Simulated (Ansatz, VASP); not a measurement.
# Si in VASP and in Ansatz

```
Si
1.0
     0.00000    2.71041    2.71041
     2.71041    0.00000    2.71041
     2.71041    2.71041    0.00000
Si
2
Direct
  0.50000 0.50000 0.50000
  0.75000 0.75000 0.75000
```

Alike in both runs: task single point; functional revPBE; k mesh 9 × 9 × 9; occupations fermi-dirac, width 0.05 eV; no spin polarisation.

|  | VASP | Ansatz |
| --- | --- | --- |
| version | VASP 6.6.1 | Ansatz 0.2.0 |
| potentials or method | VASP PAW PBE potentials, release 64 (Si) | plane waves (420 eV) with PAW, scalar-relativistic |
| plane-wave cutoff (eV) | 520 | 420 |
| valence electrons in the cell | 8 | 8 |

```csv
,VASP,Ansatz,Ansatz less VASP
pressure (GPa),3.6,3.8,+0.21
```

Caveats: the PAW data sets were made with another functional, which shifts forces and pressure a little (VASP); an odd mesh through Γ misses points on the zone boundary, where band edges often lie. revPBE gaps usually lie below the measured ones, often by a third to a half.
